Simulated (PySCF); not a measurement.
Fill in the blanks.

1-propanamine, C₃H₉N.
InChI=1S/C3H9N/c1-2-3-4/h2-4H2,1H3

Conformer (atom-mapped SMILES and torsion angles): `[CH3:1][CH2:2][CH2:3][NH2:4]`: C1–C2–C3–N4 -178°, H–N4–C3–C2 -64°, H–N4–C3–C2 178°.

| property | level | value |
| --- | --- | --- |
| rotational constants A, B, C | PBE0-D3(BJ)/def2-TZVP | ? |
| dipole moment | CAM-B3LYP/aug-cc-pVTZ | 1.23 D |
| HOMO energy | CAM-B3LYP/aug-cc-pVTZ | -8.32 eV |
| LUMO energy | CAM-B3LYP/aug-cc-pVTZ | ? |
| lowest singlet excitation | TDDFT CAM-B3LYP/aug-cc-pVTZ | 5.68 eV (218 nm, f = 0.013) |
| strongest line among the 10 lowest singlet transitions | TDDFT CAM-B3LYP/aug-cc-pVTZ | S4 at 6.87 eV (180 nm, f = 0.038) |
| lowest triplet excitation (Tamm–Dancoff) | TDA CAM-B3LYP/aug-cc-pVTZ | 5.49 eV |
| static isotropic polarisability | CAM-B3LYP/aug-cc-pVTZ | 49.9 au |
| electronic spatial extent ⟨r²⟩ about the centre of nuclear charge | CAM-B3LYP/aug-cc-pVTZ | ? |
| 13C chemical shifts (computed TMS as zero) by class | GIAO B97-2/pcSseg-2 | 51.1 (1 C), 31.2 (1 C), 14.7 (1 C) ppm |
| 1H chemical shifts (computed TMS as zero) by class | GIAO B97-2/pcSseg-2 | 2.71 (2 H), 1.46 (2 H), 0.93 (3 H), 0.51 (2 H) ppm |
| isotropic shieldings of nuclei other than C and H, by class | GIAO B97-2/pcSseg-2 | 225 (1 N) ppm |

Electronic properties: PySCF, gas phase, density fitting. Geometry: PBE0-D3(BJ)/def2-TZVP, one conformer, isolated molecule. NMR classes are plain means over equivalent atoms (diastereotopic ones count apart unless rotation or inversion swaps them), as if these changed places fast; in this geometry the members of some classes differ.

Q: Give the LUMO energy.

A: 0.25 eV.

Q: What is the electronic spatial extent ⟨r²⟩ about the centre of nuclear charge?

A: 399 bohr².

Q: Give the rotational constants A, B, C.

A: 25.465, 3.769, 3.527 GHz.

The principal polarisabilities are 45.2, 47.8 and 56.9 au; their mean is the isotropic value. The 10 singlets span 5.68 to 8.19 eV, and their oscillator strengths add up to 0.09. No computed singlet falls in the visible range (750 to 380 nm, 1.65 to 3.26 eV); S1 lies 2.42 eV above its blue end.

For the TDDFT job (CAM-B3LYP/aug-cc-pVTZ), time: 69 s wall, 2.6 min CPU; peak memory 1.8 GiB. Hardware: 2 threads of an AMD EPYC, on a shared host.
